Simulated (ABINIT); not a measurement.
# PbS (Cmcm) in ABINIT: single point with PBEsol

Aim: the single point of PbS with PBEsol.

Everything below comes from runs of ABINIT 10.8.3 (patched build). Logs are shortened: lines on timing, memory, paths and dates and some standing lists are left out, and cuts for length are marked. The log counts tension as positive stress, the text compression.

### 1 Starting point

Symmetry: Cmcm, No. 63, orthorhombic system. Conventional cell: a = 4.160 Å, b = 11.983 Å, c = 4.279 Å, α = 90.00°, β = 90.00°, γ = 90.00°. Around Pb (site symmetry m2m) lie 5 S at 2.69 to 2.99 Å. Around S (site symmetry m2m) lie 5 Pb at 2.69 to 2.99 Å.

Measurements of this composition are mostly on another form, of space group No. 225.

### 2 Single point, PBEsol

run.abi

```
# Pseudopotentials
pp_dirpath "./"
pseudos "Pb.GGA_PBE-JTH.xml, S.GGA_PBE-JTH.xml"

# Structure
acell 6.3420691685 6.3420691685 4.27932094 Angstrom
rprim
     0.3279612126    -0.9446911892     0.0000000000
     0.3279612126     0.9446911892     0.0000000000
     0.0000000000     0.0000000000     1.0000000000
ntypat 2
znucl 82 16
natom 4
typat 1 1 2 2
xred
     0.1305633500     0.8694366500     0.2500000000
     0.8694366500     0.1305633500     0.7500000000
     0.3547970900     0.6452029100     0.2500000000
     0.6452029100     0.3547970900     0.7500000000
chkprim 0
chksymtnons 0
tolsym 1.0e-6

# Plane-wave basis
ecut 22.0
pawecutdg 44.0
pawxcdev 0

# k points
kptopt 1
ngkpt 9 9 8
nshiftk 1
shiftk 0.0 0.0 0.0

# Exchange and correlation
ixc -116133

# Bands and occupations
nband 24
occopt 3
tsmear 0.00183747

# SCF cycle
nstep 100
tolvrs 1.0e-9

# Output
iomode 3
prtwf 0
prteig 0
prtebands 0
enunit 2
prtden 1
prtvha 1
prtvclmb 1
prtpot 1
```

Potentials or basis: JTH PAW PBE v2.0.

Started as:

```sh
$ abinit run.abi > log 2>&1
```

run.abo:

```text
.Version 10.8.3 of ABINIT
 Symmetries : space group Cm c m (# 63); Bravais oC (1-face-center ortho.)
================================================================================
 Values of the parameters that define the memory need of the present run
     intxc =       0    ionmov =       0      iscf =      17    lmnmax =      18
     lnmax =       6     mgfft =      54  mpssoang =       3    mqgrid =    3001
     natom =       4  nloc_mem =       2    nspden =       1   nspinor =       1
    nsppol =       1      nsym =       8    n1xccc =       1    ntypat =       2
    occopt =       3   xclevel =       2
       mpw =        3568          nfft =      104976          nkpt =         125
 PAW method is used; the additional fine FFT grid is defined by:
   mgfftf=        72    nfftf =    259200
================================================================================
================================================================================

--------------------------------------------------------------------------------
------------- Echo of variables that govern the present computation ------------
--------------------------------------------------------------------------------
 -outvars: echo values of preprocessed input variables --------
            acell      1.1984773800E+01  1.1984773800E+01  8.0867445815E+00 Bohr
              amu      2.07200000E+02  3.20660000E+01
          chkprim           0
      chksymtnons           0
             ecut      2.20000000E+01 Hartree
           enunit           2
                       outvar_i_n : Printing only first  50 k-points.
              ixc     -116133
                       outvar_i_n : Printing only first  50 k-points.
         kptrlatt        9    0    0      0    9    0      0    0    8
          kptrlen      6.46939567E+01
            natom           4
            nband          24
            ngfft          54      54      36
          ngfftdg          72      72      50
             nkpt         125
            nstep         100
             nsym           8
           ntypat           2
                       prtocc : prtvol=0, do not print more k-points.
           occopt           3
        pawecutdg      4.40000000E+01 Hartree
         pawxcdev           0
        prtebands           0
           prteig           0
           prtpot           1
         prtvclmb           1
           prtvha           1
            prtwf           0
            rprim      3.2796121260E-01 -9.4469118920E-01  0.0000000000E+00
                       3.2796121260E-01  9.4469118920E-01  0.0000000000E+00
                       0.0000000000E+00  0.0000000000E+00  1.0000000000E+00
          spgroup          63
           tolsym      1.00000000E-06
           tolvrs      1.00000000E-09
           tsmear      1.83747000E-03 Hartree
            typat      1  1  2  2
           useylm           1
                       outvars : Printing only first  50 k-points.
           xangst      2.0799526949E+00  4.4268092858E+00  1.0698302350E+00
                       2.0799526949E+00 -4.4268092858E+00  3.2094907050E+00
                       2.0799526949E+00  1.7399074789E+00  1.0698302350E+00
                       2.0799526949E+00 -1.7399074789E+00  3.2094907050E+00
            xcart      3.9305409482E+00  8.3654571617E+00  2.0216861454E+00
                       3.9305409482E+00 -8.3654571617E+00  6.0650584361E+00
                       3.9305409482E+00  3.2879486195E+00  2.0216861454E+00
                       3.9305409482E+00 -3.2879486195E+00  6.0650584361E+00
             xred      1.3056335000E-01  8.6943665000E-01  2.5000000000E-01
                       8.6943665000E-01  1.3056335000E-01  7.5000000000E-01
                       3.5479709000E-01  6.4520291000E-01  2.5000000000E-01
                       6.4520291000E-01  3.5479709000E-01  7.5000000000E-01
            znucl       82.00000   16.00000

================================================================================

 chkinp: Checking input parameters for consistency.

================================================================================
== DATASET  1 ==================================================================

--- !DatasetInfo
iteration_state: {dtset: 1, }
dimensions: {natom: 4, nkpt: 125, mband: 24, nsppol: 1, nspinor: 1, nspden: 1, mpw: 3568, }
cutoff_energies: {ecut:  22.0, pawecutdg:  44.0, }
electrons: {nelect:   4.00000000E+01, charge:   0.00000000E+00, occopt:   3.00000000E+00, tsmear:   1.83747000E-03, }
meta: {optdriver: 0, ionmov: 0, optcell: 0, iscf: 17, paral_kgb: 0, }
...

 Real(R)+Recip(G) space primitive vectors, cartesian coordinates (Bohr,Bohr^-1):
[... 100 lines left out ...]

 Integrated electronic density in atomic spheres:
 ------------------------------------------------
 Atom  Sphere_radius  Integrated_density
    1        2.40264         11.32005068
    2        2.40264         11.32005068
    3        1.90380          3.50703455
    4        1.90380          3.50703455

================================================================================

 ----iterations are completed or convergence reached----

 Mean square residual over all n,k,spin=   12.345E-07; max=  89.596E-05
 reduced coordinates (array xred) for    4 atoms
       0.130563350000      0.869436650000      0.250000000000
       0.869436650000      0.130563350000      0.750000000000
       0.354797090000      0.645202910000      0.250000000000
       0.645202910000      0.354797090000      0.750000000000
 rms dE/dt=  4.5060E-03; max dE/dt=  7.1801E-03; dE/dt below (all hartree)
    1      -0.003059180364      0.003059180364      0.000000000000
    2       0.003059180364     -0.003059180364     -0.000000000000
    3      -0.007180054718      0.007180054718     -0.000000000000
    4       0.007180054718     -0.007180054718      0.000000000000

 cartesian coordinates (angstrom) at end:
    1      2.07995269489433     4.42680928575885     1.06983023500000
    2      2.07995269489433    -4.42680928575885     3.20949070500000
    3      2.07995269489433     1.73990747887955     1.06983023500000
    4      2.07995269489433    -1.73990747887955     3.20949070500000

 cartesian forces (hartree/bohr) at end:
    1     -0.00000000000000    -0.00027020001979     0.00000000000000
    2      0.00000000000000     0.00027020001979     0.00000000000000
    3      0.00000000000000    -0.00063417343741     0.00000000000000
    4     -0.00000000000000     0.00063417343741    -0.00000000000000
 frms,max,avg= 2.8142021E-04 6.3417344E-04   0.000E+00  0.000E+00  0.000E+00 h/b

 cartesian forces (eV/Angstrom) at end:
    1     -0.00000000000000    -0.01389424365895     0.00000000000000
    2      0.00000000000000     0.01389424365895     0.00000000000000
    3      0.00000000000000    -0.03261050931236     0.00000000000000
    4     -0.00000000000000     0.03261050931236    -0.00000000000000
 frms,max,avg= 1.4471209E-02 3.2610509E-02   0.000E+00  0.000E+00  0.000E+00 e/A
 length scales= 11.984773800029 11.984773800029  8.086744581462 bohr
              =  6.342069168500  6.342069168500  4.279320940000 angstroms
 Fermi (or HOMO) energy (hartree) =   0.20833   Average Vxc (hartree)=  -0.34604
 Eigenvalues (hartree) for nkpt= 125  k points:
 kpt#   1, nband= 24, wtk=  0.00154, kpt=  0.0000  0.0000  0.0000 (reduced coord)
  -0.41265   -0.40900   -0.40874   -0.40866   -0.40727   -0.40709   -0.40678   -0.40661
  -0.40603   -0.40440   -0.28989   -0.22269   -0.06453   -0.02898    0.03122    0.07856
   0.09934    0.12637    0.13304    0.16939    0.35657    0.35659    0.36439    0.39064
      occupation numbers for kpt#   1
   2.00000    2.00000    2.00000    2.00000    2.00000    2.00000    2.00000    2.00000
   2.00000    2.00000    2.00000    2.00000    2.00000    2.00000    2.00000    2.00000
   2.00000    2.00000    2.00000    2.00000    0.00000    0.00000    0.00000    0.00000
 prteigrs : prtvol=0 or 1, do not print more k-points.

 Fermi (or HOMO) energy (eV) =   5.66898   Average Vxc (eV)=  -9.41633
 Eigenvalues (   eV  ) for nkpt= 125  k points:
 kpt#   1, nband= 24, wtk=  0.00154, kpt=  0.0000  0.0000  0.0000 (reduced coord)
 -11.22873  -11.12939  -11.12227  -11.12033  -11.08235  -11.07762  -11.06891  -11.06445
 -11.04874  -11.00428   -7.88838   -6.05961   -1.75601   -0.78848    0.84958    2.13785
   2.70315    3.43859    3.62023    4.60940    9.70274    9.70341    9.91554   10.62991
 prteigrs : prtvol=0 or 1, do not print more k-points.

--- !EnergyTerms
iteration_state     : {dtset: 1, }
comment             : Components of total free energy in Hartree
kinetic             :  1.88515138642977E+01
hartree             :  4.16316353543980E+01
xc                  : -1.22306107989594E+01
Ewald energy        : -1.09485257053139E+02
psp_core            :  2.97660831812562E+00
local_psp           : -1.33597435650382E+02
PAW spherical_terms :  4.86921572905732E+01
internal            : -1.43161388675086E+02
'-kT*entropy'       : -2.10319133046938E-08
total_energy        : -1.43161388696118E+02
total_energy_eV     : -3.89561984332109E+03
...

--- !EnergyTermsDC
iteration_state     : {dtset: 1, }
comment             : '"Double-counting" decomposition of free energy'
band_energy         : -8.04789057971466E+00
Ewald energy        : -1.09485257053139E+02
psp_core            :  2.97660831812562E+00
xc_dc               : -4.10223377150151E+01
PAW spherical_terms :  1.24174872232463E+01
internal            : -1.43161389806497E+02
'-kT*entropy'       : -2.10319133046938E-08
total_energy_dc     : -1.43161389827529E+02
total_energy_dc_eV  : -3.89561987410834E+03
...

--- !EnergyTermsWithPAWCore
iteration_state     : {dtset: 1, }
comment             : 'Components of total free energy, including PAW core contributions'
Total energy        : -4.25502652317063E+04
Total energy DC     : -4.25502652328377E+04
Total energy (eV)   : -1.15785170208890E+06
Total energy DC (eV): -1.15785170211968E+06
...

 Cartesian components of stress tensor (hartree/bohr^3)
  sigma(1 1)=  6.35895777E-05  sigma(3 2)=  0.00000000E+00
  sigma(2 2)=  4.54886007E-05  sigma(3 1)=  0.00000000E+00
  sigma(3 3)=  6.88160984E-05  sigma(2 1)=  0.00000000E+00

-Cartesian components of stress tensor (GPa)         [Pressure= -1.7446E+00 GPa]
- sigma(1 1)=  1.87086997E+00  sigma(3 2)=  0.00000000E+00
- sigma(2 2)=  1.33832084E+00  sigma(3 1)=  0.00000000E+00
- sigma(3 3)=  2.02463952E+00  sigma(2 1)=  0.00000000E+00

== END DATASET(S) ==============================================================
================================================================================

 -outvars: echo values of variables after computation  --------
            acell      1.1984773800E+01  1.1984773800E+01  8.0867445815E+00 Bohr
           etotal     -1.4316138983E+02
            fcart     -1.9448276074E-22 -2.7020001979E-04  5.3652430035E-31
                       2.6820546675E-20  2.7020001979E-04  1.1218235371E-30
                       2.9994764958E-20 -6.3417343741E-04  3.8532199753E-30
                      -5.6620828873E-20  6.3417343741E-04 -5.5115678127E-30
            rprim      3.2796121260E-01 -9.4469118920E-01  0.0000000000E+00
                       3.2796121260E-01  9.4469118920E-01  0.0000000000E+00
                       0.0000000000E+00  0.0000000000E+00  1.0000000000E+00
           strten      6.3589577719E-05  4.5488600676E-05  6.8816098395E-05
                       0.0000000000E+00  0.0000000000E+00  0.0000000000E+00
           xangst      2.0799526949E+00  4.4268092858E+00  1.0698302350E+00
                       2.0799526949E+00 -4.4268092858E+00  3.2094907050E+00
                       2.0799526949E+00  1.7399074789E+00  1.0698302350E+00
                       2.0799526949E+00 -1.7399074789E+00  3.2094907050E+00
             xred      1.3056335000E-01  8.6943665000E-01  2.5000000000E-01
                       8.6943665000E-01  1.3056335000E-01  7.5000000000E-01
                       3.5479709000E-01  6.4520291000E-01  2.5000000000E-01
                       6.4520291000E-01  3.5479709000E-01  7.5000000000E-01
 Calculation completed.
```

Wall time 12 min (1 thread of Arm Neoverse V1, shared host); peak memory 0.47 GiB.

What came out:

```
Free energy                                           : -3895.6199 eV
Pressure                                              : -1.7 GPa
Largest force                                         : 0.033 eV/Å
Band gap on the k mesh                                : 1.04 eV, indirect (least direct gap 1.12 eV)
Valence electrons inside the program's atomic spheres : Pb 11.32; S 3.51
```

Forces on the atoms (eV/Å):
```
Pb   0.000 -0.014  0.000
Pb   0.000  0.014  0.000
S    0.000 -0.033  0.000
S    0.000  0.033  0.000
```

Levels at points of the mesh, in eV from the valence-band top:
| k point | band 17 | band 18 | band 19 | band 20 | band 21 | band 22 | band 23 | band 24 |
| --- | --- | --- | --- | --- | --- | --- | --- | --- |
| (0.00, 0.00, 0.00) | -2.43 | -1.70 | -1.52 | -0.53 | 4.57 | 4.57 | 4.78 | 5.49 |
| (0.00, 0.00, 0.50) | -1.14 | -1.14 | -0.16 | -0.16 | 1.69 | 1.69 | 2.67 | 2.67 |

Caveat: the PAW data sets were made with another functional, which shifts forces and pressure a little; spin-orbit coupling is left out, which as a rule narrows the gap of such compounds by several tenths of an eV; an odd mesh through Γ misses points on the zone boundary, where band edges often lie.
